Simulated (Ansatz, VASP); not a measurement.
# MoS2: VASP beside Ansatz, part 2 of 2

Wanted: the spread between two codes on one cell, functional and k mesh. The structure shown is the start of the Ansatz relaxation below; VASP solves that cell, so the two are compared at the walk's first step.

VASP 6.6.1 and Ansatz 0.2.0.

So far. Step 4 (Comparison): The forces differ by 1.8 meV/Å r.m.s., which is 2.0 % of the r.m.s. force of 0.090 eV/Å (both taken over all components). With vacuum in the cell, a pressure given here is an average over mostly empty space and none of the material.

## Step 5: Ansatz: relaxation, PBEsol with D3(BJ)

Level of this step: Ansatz beside VASP: Kohn-Sham DFT, plane waves, PBEsol with D3(BJ) (Ansatz).

The two programs are compared at the cell with which this relaxation starts, whose forces are those of its first step. This pair takes another cell of the material, with 6 atoms against 3 for the pair before.

The structure compared here is the start of the Ansatz relaxation; VASP solves that cell, so the two are compared at the walk's first step.

Input file input.yaml:

```yaml
crystal:
  lattice:
    - [3.1599999999, 0.0, 0.0]
    - [-1.58, 2.7366402759, 0.0]
    - [0.0, 0.0, 45.7]
  atoms:
    - { symbol: S, position: [0.75000033, 0.24999967, 0.3990027351] }
    - { symbol: Mo, position: [0.08333367, 0.91666633, 0.4326460645] }
    - { symbol: S, position: [0.75000033, 0.24999967, 0.4664239645] }
    - { symbol: S, position: [0.08333367, 0.91666633, 0.5335760355] }
    - { symbol: Mo, position: [0.416667, 0.583333, 0.5672193649] }
    - { symbol: S, position: [0.08333367, 0.91666633, 0.6009972649] }
  periodic: [true, true, false]
kpoints:
  mp_grid: { grid: [9, 9, 1] }
hamiltonian:
  xc: pbesol
  dispersion: d3bj
scf:
  occupations: { method: fermi_dirac, width: 0.02 }
relax:
  f_tol: 0.01
  max_steps: 100
  cell: {}
output:
  write_density: true
  write_potential: true
  elf: true
  volumetric_format: npy
```

Launch:

```bash
$ ansatz run input.yaml --threads 3 --pin off --max-ram 92160MiB --backend cuda --events-out ev --progress --plain --runs-dir out --devices 1 --max-vram 13GiB
```

Numbers of over 12 decimals in the logs are rounded to 6 here.

Log:

```text
GPUs: using 1 of 1 available (devices: 1).
[...]
GPU FFT provider: cuFFT
GPU libraries: cuBLAS 13.8.2, cuFFT 12.4.0, cuSOLVER 12.3.4
Crystal: 6 atoms, lattice volume = 395.204 Å³
Basis set: ecut = 420 eV, 7629 PW (Γ), exchange–correlation on 48×48×640 points (8 copies of the dense FFT grid, shifted against one another)
[...]
cell:  # Å, volume = 384.2587 Å³
    - [3.115935, 2.8464942959909187e-11, 0]
    - [-1.557968, 2.698479, 0]
    - [0, 0, 45.7]
  atoms:
    - { symbol: S, position: [0.750000, 0.25, 0.402226] }
    - { symbol: Mo, position: [0.083333, 0.916667, 0.436417] }
    - { symbol: S, position: [0.750000, 0.25, 0.470591] }
    - { symbol: S, position: [0.083333, 0.916667, 0.529386] }
    - { symbol: Mo, position: [0.416667, 0.583333, 0.563508] }
    - { symbol: S, position: [0.083333, 0.916667, 0.597737] }
[key lines of the parts left out:]
SCF converged after 8 iterations
Free energy (F): -13342.198653 eV
Fermi energy:    -4.712897 eV
P = ½ c Tr σ = 0.0200 N/m
```

## Step 6: VASP: single point, PBEsol with D3(BJ), start cell, pair 2

The same cell, functional, mesh and smearing now go to VASP, with its own data sets.

Input file INCAR:

```
SYSTEM = MoS2
PREC = Accurate
ENCUT = 400
EDIFF = 1E-06
NELM = 120
ISMEAR = -1
SIGMA = 0.02
LREAL = .FALSE.
ALGO = Normal
GGA = PS
IVDW = 12
NBANDS = 32
LASPH = .TRUE.
LORBIT = 11
LWAVE = .FALSE.
LCHARG = .FALSE.
ISIF = 2
LDIPOL = .TRUE.
IDIPOL = 3
DIPOL = 0.5 0.5 0.5
LVHAR = .TRUE.
GGA_COMPAT = .FALSE.
EFERMI = MIDGAP
NELMDL = -8
KPAR = 2
```

Input file POSCAR:

```
MoS2
1.0
    3.1600000000      0.0000000000      0.0000000000
   -1.5800000000      2.7366400000      0.0000000000
    0.0000000000      0.0000000000     45.7000000000
S Mo
4 2
Direct
    0.7500000000      0.2500000000      0.3990027352
    0.7500000000      0.2500000000      0.4664239606
    0.0833333942      0.9166667885      0.5335760394
    0.0833333942      0.9166667885      0.6009972648
    0.0833333942      0.9166667885      0.4326460613
    0.4166666058      0.5833332115      0.5672193654
```

Input file KPOINTS:

```
Automatic mesh
0
Gamma
9 9 1
0 0 0
```

PAW data sets: S and Mo_sv (PBE family, release 64).

Launch:

```bash
$ mpirun -np 2 vasp_std
```

Log:

```text
[banner, memory and clock lines left out]
running    2 mpi-ranks, on    1 nodes
[...]
[... a notice as in an earlier step ...]

 LDA part: xc-table for (Slater+PW92), standard interpolation
 POSCAR, INCAR and KPOINTS ok, starting setup
[...]
entering main loop
       N       E                     dE             d eps       ncg     rms          rms(c)
DAV:   1     0.402597792098E+03    0.40260E+03   -0.23153E+04  1008   0.104E+03
DAV:   2    -0.143197070888E+02   -0.41692E+03   -0.41001E+03  1072   0.281E+02
DAV:   3    -0.489296643254E+02   -0.34610E+02   -0.34382E+02   944   0.782E+01
DAV:   4    -0.497591622881E+02   -0.82950E+00   -0.82509E+00   976   0.129E+01
[...]
DAV:  27    -0.468582608383E+02   -0.26351E-05   -0.50322E-08   496   0.553E-04    0.275E-04
DAV:  28    -0.468582625786E+02   -0.17403E-05   -0.43810E-08   480   0.471E-04    0.235E-04
DAV:  29    -0.468582629932E+02   -0.41453E-06   -0.75189E-09   456   0.226E-04
   1 F= -.48679213E+02 E0= -.48679213E+02  d E =-.274921E-13
```

From OUTCAR (step 6):

```text
 Edisp (eV)   -1.82095

  Total      -2.59286    -2.59286    -0.00535     0.00000    -0.00000     0.00000
  in kB     -10.51160   -10.51160    -0.02170     0.00000    -0.00000     0.00000
  external pressure =       -7.01 kB  Pullay stress =        0.00 kB

 POSITION                                       TOTAL-FORCE (eV/Angst)
 -----------------------------------------------------------------------------------
      1.97500      0.68416     18.23442        -0.000000      0.000000     -0.198404
      1.97500      0.68416     21.31557         0.000000      0.000000      0.208270
     -1.18500      2.50859     24.38443        -0.000000      0.000000     -0.297498
     -1.18500      2.50859     27.46558         0.000000      0.000000      0.109023
     -1.18500      2.50859     19.77193         0.000000     -0.000000      0.158217
      0.39500      1.59637     25.92192         0.000000     -0.000000      0.020392
 -----------------------------------------------------------------------------------
    total drift:                               -0.000082      0.000607     -0.000156

  FREE ENERGIE OF THE ION-ELECTRON SYSTEM (eV)
  ---------------------------------------------------
  free  energy   TOTEN  =       -48.6792129844 eV

  energy  without entropy=      -48.6792129844  energy(sigma->0) =      -48.67921298

[... 3 further parts left out ...]
[key lines of the parts left out:]
E-fermi :  -1.4255
```

## Step 7: Side by side

Forces (eV/Å; atoms numbered as in POSCAR):

```
atom        Ansatz x, y, z          VASP x, y, z
  S1  0.000, 0.000, -0.195  0.000, 0.000, -0.198
  S2   0.000, 0.000, 0.206   0.000, 0.000, 0.208
  S3  0.000, 0.000, -0.295  0.000, 0.000, -0.297
  S4   0.000, 0.000, 0.105   0.000, 0.000, 0.109
 Mo5   0.000, 0.000, 0.159   0.000, 0.000, 0.158
 Mo6   0.000, 0.000, 0.019   0.000, 0.000, 0.020
```

The forces differ by 1.5 meV/Å r.m.s., which is 1.4 % of the r.m.s. force of 0.108 eV/Å (both taken over all components). With vacuum in the cell, a pressure given here is an average over mostly empty space and none of the material.

## Step 8: Ansatz: relaxation, PBEsol with D3(BJ)

The two programs are compared at the cell with which this relaxation starts, whose forces are those of its first step. This pair takes another cell of the material, with 9 atoms against 6 for the pair before.

The structure compared here is the start of the Ansatz relaxation; VASP solves that cell, so the two are compared at the walk's first step.

input.yaml, the sections that differ from step 5:

```yaml
crystal:
  lattice:
    - [3.1599999999, 0.0, 0.0]
    - [-1.58, 2.7366402759, 0.0]
    - [0.0, 0.0, 58.0]
  atoms:
    - { symbol: S, position: [0.75000033, 0.24999967, 0.3674038771] }
    - { symbol: Mo, position: [0.08333367, 0.91666633, 0.3939125013] }
    - { symbol: S, position: [0.75000033, 0.24999967, 0.420527153] }
    - { symbol: S, position: [0.08333367, 0.91666633, 0.473438366] }
    - { symbol: Mo, position: [0.416667, 0.583333, 0.4999469823] }
    - { symbol: S, position: [0.08333367, 0.91666633, 0.526561634] }
    - { symbol: S, position: [0.416667, 0.583333, 0.579472847] }
    - { symbol: Mo, position: [0.75000033, 0.24999967, 0.6059814633] }
    - { symbol: S, position: [0.416667, 0.583333, 0.6325961229] }
  periodic: [true, true, false]
# kpoints, hamiltonian, scf, relax, output: as in step 5
```

Launch:

```bash
$ ansatz run input.yaml --threads 3 --pin off --max-ram 92160MiB --backend cuda --events-out ev --progress --plain --runs-dir out --devices 1 --max-vram 13GiB
```

Log:

```text
GPUs: using 1 of 1 available (devices: 1).
[...]
GPU FFT provider: cuFFT
GPU libraries: cuBLAS 13.8.2, cuFFT 12.4.0, cuSOLVER 12.3.4
Crystal: 9 atoms, lattice volume = 501.571 Å³
Basis set: ecut = 420 eV, 9697 PW (Γ), exchange–correlation on 48×48×800 points (8 copies of the dense FFT grid, shifted against one another)
[...]
- { symbol: Mo, position: [0.083333, 0.916667, 0.399997] }
    - { symbol: S, position: [0.750000, 0.250000, 0.426923] }
    - { symbol: S, position: [0.083333, 0.916667, 0.473102] }
    - { symbol: Mo, position: [0.416667, 0.583333, 0.499955] }
    - { symbol: S, position: [0.083333, 0.916667, 0.526877] }
    - { symbol: S, position: [0.416667, 0.583333, 0.573063] }
    - { symbol: Mo, position: [0.750000, 0.250000, 0.599950] }
    - { symbol: S, position: [0.416667, 0.583333, 0.626920] }
[key lines of the parts left out:]
SCF converged after 7 iterations
Free energy (F): -20013.527482 eV
Fermi energy:    -4.685673 eV
P = ½ c Tr σ = 0.0060 N/m
```

## Step 9: VASP: single point, PBEsol with D3(BJ), start cell, pair 3

The same cell, functional, mesh and smearing now go to VASP, with its own data sets.

Changes to INCAR since step 6:

```diff
@@ -11,3 +11,3 @@
 IVDW = 12
-NBANDS = 32
+NBANDS = 48
 LASPH = .TRUE.
```

Input file POSCAR:

```
MoS2
1.0
    3.1600000000      0.0000000000      0.0000000000
   -1.5800000000      2.7366400000      0.0000000000
    0.0000000000      0.0000000000     58.0000000000
S Mo
6 3
Direct
    0.7500000000      0.2500000000      0.3674038793
    0.7500000000      0.2500000000      0.4205271552
    0.0833333942      0.9166667885      0.4734383621
    0.0833333942      0.9166667885      0.5265616379
    0.4166666058      0.5833332115      0.5794728448
    0.4166666058      0.5833332115      0.6325961207
    0.0833333942      0.9166667885      0.3939125000
    0.4166666058      0.5833332115      0.4999469828
    0.7500000000      0.2500000000      0.6059814655
```

KPOINTS is that of step 6.

Launch:

```bash
$ mpirun -np 2 vasp_std
```

Log:

```text
[banner, memory and clock lines left out]
running    2 mpi-ranks, on    1 nodes
[...]
[... a notice as in an earlier step ...]

 LDA part: xc-table for (Slater+PW92), standard interpolation
|                                                                             |
|           W    W    AA    RRRRR   N    N  II  N    N   GGGG   !!!           |
|           W    W   A  A   R    R  NN   N  II  NN   N  G    G  !!!           |
|           W    W  A    A  R    R  N N  N  II  N N  N  G       !!!           |
|           W WW W  AAAAAA  RRRRR   N  N N  II  N  N N  G  GGG   !            |
|           WW  WW  A    A  R   R   N   NN  II  N   NN  G    G                |
|           W    W  A    A  R    R  N    N  II  N    N   GGGG   !!!           |
|                                                                             |
|     One of the lattice vectors is very long (>50 A), but AMIN is rather     |
|     large. This can spoil convergence since charge sloshing might occur     |
|     along the long lattice vector. If problems with convergence are         |
|     observed, try to decrease AMIN to a smaller value (e.g. 0.01).          |
|     Note: This warning only applies if the self-consistency cycle is        |
|     used.                                                                   |
|                                                                             |

 POSCAR, INCAR and KPOINTS ok, starting setup
[...]
entering main loop
       N       E                     dE             d eps       ncg     rms          rms(c)
DAV:   1     0.575094979294E+03    0.57509E+03   -0.36073E+04  1536   0.107E+03
DAV:   2    -0.225839062702E+02   -0.59768E+03   -0.58532E+03  1544   0.281E+02
DAV:   3    -0.729487861625E+02   -0.50365E+02   -0.49580E+02  1360   0.764E+01
DAV:   4    -0.746401436067E+02   -0.16914E+01   -0.16782E+01  1528   0.138E+01
[...]
DAV:  28    -0.703005005130E+02   -0.45358E-05   -0.53269E-08   760   0.507E-04    0.240E-04
DAV:  29    -0.703005020540E+02   -0.15410E-05   -0.17240E-08   680   0.305E-04    0.170E-04
DAV:  30    -0.703005023410E+02   -0.28703E-06    0.10946E-10   672   0.161E-04
   1 F= -.73223722E+02 E0= -.73223722E+02  d E =-.984662E-12
```

OUTCAR, selected parts (step 9):

```text
 Edisp (eV)   -2.92322

  Total      -4.02423    -4.02423    -0.48242     0.00000     0.00000     0.00000
  in kB     -12.85465   -12.85465    -1.54100     0.00000     0.00000     0.00000
  external pressure =       -9.08 kB  Pullay stress =        0.00 kB

 POSITION                                       TOTAL-FORCE (eV/Angst)
 -----------------------------------------------------------------------------------
      1.97500      0.68416     21.30942         0.000000     -0.000000     -0.197758
      1.97500      0.68416     24.39058         0.000000      0.000000      0.210348
     -1.18500      2.50859     27.45943         0.000000     -0.000000     -0.274065
     -1.18500      2.50859     30.54057         0.000000      0.000000      0.193694
      0.39500      1.59637     33.60942         0.000000     -0.000000     -0.299538
      0.39500      1.59637     36.69058         0.000000     -0.000000      0.108284
     -1.18500      2.50859     22.84692        -0.000000      0.000000      0.160196
      0.39500      1.59637     28.99693        -0.000000     -0.000000      0.080297
      1.97500      0.68416     35.14692         0.000000     -0.000000      0.018542
 -----------------------------------------------------------------------------------
    total drift:                               -0.000123      0.001396      0.000018

  FREE ENERGIE OF THE ION-ELECTRON SYSTEM (eV)
  ---------------------------------------------------
  free  energy   TOTEN  =       -73.2237221811 eV

  energy  without entropy=      -73.2237221811  energy(sigma->0) =      -73.22372218

[... 3 further parts left out ...]
[key lines of the parts left out:]
E-fermi :  -0.7529
```

## Step 10: Differences

Forces (eV/Å; atoms numbered as in POSCAR):

```
atom        Ansatz x, y, z          VASP x, y, z
  S1  0.000, 0.000, -0.194  0.000, 0.000, -0.198
  S2   0.000, 0.000, 0.208   0.000, 0.000, 0.210
  S3  0.000, 0.000, -0.272  0.000, 0.000, -0.274
  S4   0.000, 0.000, 0.192   0.000, 0.000, 0.194
  S5  0.000, 0.000, -0.297  0.000, 0.000, -0.300
  S6   0.000, 0.000, 0.105   0.000, 0.000, 0.108
 Mo7   0.000, 0.000, 0.161   0.000, 0.000, 0.160
 Mo8   0.000, 0.000, 0.080   0.000, 0.000, 0.080
 Mo9   0.000, 0.000, 0.018   0.000, 0.000, 0.019
```

The forces differ by 1.3 meV/Å r.m.s., which is 1.2 % of the r.m.s. force of 0.111 eV/Å (both taken over all components). With vacuum in the cell, a pressure given here is an average over mostly empty space and none of the material.

## Step 11: Outcome

| Quantity | Value |
| --- | --- |
| r.m.s. force difference (single point, PBEsol with D3(BJ), start cell, pair 1) | 1.8 meV/Å |
| r.m.s. force difference (single point, PBEsol with D3(BJ), start cell, pair 2) | 1.5 meV/Å |
| r.m.s. force difference (single point, PBEsol with D3(BJ), start cell, pair 3) | 1.3 meV/Å |

**Reading.** The r.m.s. force difference is 1.8 meV/Å (single point, PBEsol with D3(BJ), start cell, pair 1), within the 12 meV/Å picked in this series as the mark of a large difference. 3 further runs of this series are not shown here. How closely two codes agree says nothing of how well the functional describes the real material.

[Lines on the potential files, build, host, timing and source positions are cut from VASP's logs without a mark.]

[Logs are printed without paths, hosts, clocks, repeated set-up lines and the standing remarks that a program may print on its own settings, such as how far it seeks lower states.]

[Hosts, paths, dates, database ids (printed as entryN), source tags and the programs' standing remarks are cut or masked in the printed files.]
